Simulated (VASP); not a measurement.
Data:

```yaml
crystal:
  lattice:
    - [4.14552, 0.00000, 0.00000]
    - [0.00000, 4.14552, 0.00000]
    - [0.00000, 0.00000, 4.14552]
  atoms:
    - { symbol: Cs, position: [0.00000, 0.00000, 0.00000] }
    - { symbol: Br, position: [0.50000, 0.50000, 0.50000] }
```

Level of theory: LDA (Ceperley-Alder, Perdew-Zunger), VASP's LDA PAW potentials (set 64) (plane waves; VASP). Numerical set-up: 400 eV cut-off, 7×7×7 Γ-centred mesh, Gaussian smearing of 0.010 eV, potentials Cs_sv Br.

Task: Give the electronic dielectric tensor ε∞ (DFPT, local fields included).

Result: 
```
3.37  0.00  0.00
0.00  3.37  0.00
0.00  0.00  3.37
```

Task: Give the Born effective charges.

Result: 
```json
[
 {"atom": "Cs1", "Z*xx": "1.33", "Z*yy": "1.33", "Z*zz": "1.33", "mean": "1.33"},
 {"atom": "Br2", "Z*xx": "-1.33", "Z*yy": "-1.33", "Z*zz": "-1.33", "mean": "-1.33"}
]
```

Task: And the static tensor with the ions free?

Result: 
```
7.01  0.00  0.00
0.00  7.01  0.00
0.00  0.00  7.01
```

Task: Which frequencies do the optical Γ-point modes have (no LO-TO splitting)?

Result: 82 (×3) cm⁻¹.

The structure comes from a computed database's CsBr entry (Pm-3m); how it stands against other phases isn't given here. It was relaxed first, which changed the volume by -12 %.
